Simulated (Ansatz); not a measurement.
Compare A (`C=C(O)OC`) with its isomer B (`CCC(=O)O`).

Calculated with Ansatz (gas phase, PBE0-D4/def2-TZVP geometries, no zero-point term in ΔE). CBS: MP2 limit from def2 TZ/QZ plus the TZ coupled-cluster correction, frozen cores. Functionals use def2-TZVPP. B3LYP here is the variant with VWN-RPA as its local correlation; programs differ in this. Each species was taken in one conformer, which may not be the lowest.

Question: Which is lower in electronic energy at CCSD(T)/CBS, and by how much? (An estimate is asked.)

Answer: The calculation gave: B, by 36.3 kcal/mol.

Question: Give E(B) − E(A) in kcal/mol with B3LYP-D4, r2SCAN-D4, PBE0-D4, PBE-D4, CCSD(T)/def2-TZVPP, B2PLYP, MP2/def2-TZVPP. (An estimate is asked.)

Answer: Ansatz gave: B3LYP-D4 -35.3, r2SCAN-D4 -36.6, PBE0-D4 -36.5, PBE-D4 -36.2, CCSD(T)/def2-TZVPP -36.9, B2PLYP -36.8, MP2/def2-TZVPP -38.1. None reverses the order clearly.

Largest T1 diagnostic: 0.014.
